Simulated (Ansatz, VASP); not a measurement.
# Two plane-wave programs on Re

```
CELL_PARAMETERS angstrom
2.48410 0.00000 0.00000
0.00000 2.48410 0.00000
0.00000 0.00000 2.48410
ATOMIC_POSITIONS crystal
Re 0.00000 0.00000 0.00000
```

Alike in both runs: task single point; functional PBEsol; k mesh 14 × 14 × 14; occupations fermi-dirac, width 0.1 eV; no spin polarisation.

```csv
,VASP,Ansatz
version,VASP 6.6.1,Ansatz 0.2.0
potentials or method,"VASP PAW PBE potentials, release 64 (Re)","plane waves (420 eV) with PAW, scalar-relativistic"
plane-wave cutoff (eV),520,420
valence electrons in the cell,7,15
```

```tsv
	VASP	Ansatz	Ansatz less VASP
pressure (GPa)	26.7	27.4	+0.75
```

With one functional, cell and mesh, what is left measures potentials, basis and numerics. The two sets of potentials don't hold the same shells in valence. Ansatz warned: «pseudo_functional_mismatch».

Caveats: so large a pressure means that the cell lies far from this level's equilibrium, or that cutoff or potentials fall short (VASP); the potentials were made for another functional, which shifts forces and pressure (VASP). The runs have no spin-orbit coupling, so splittings on Re are missing.
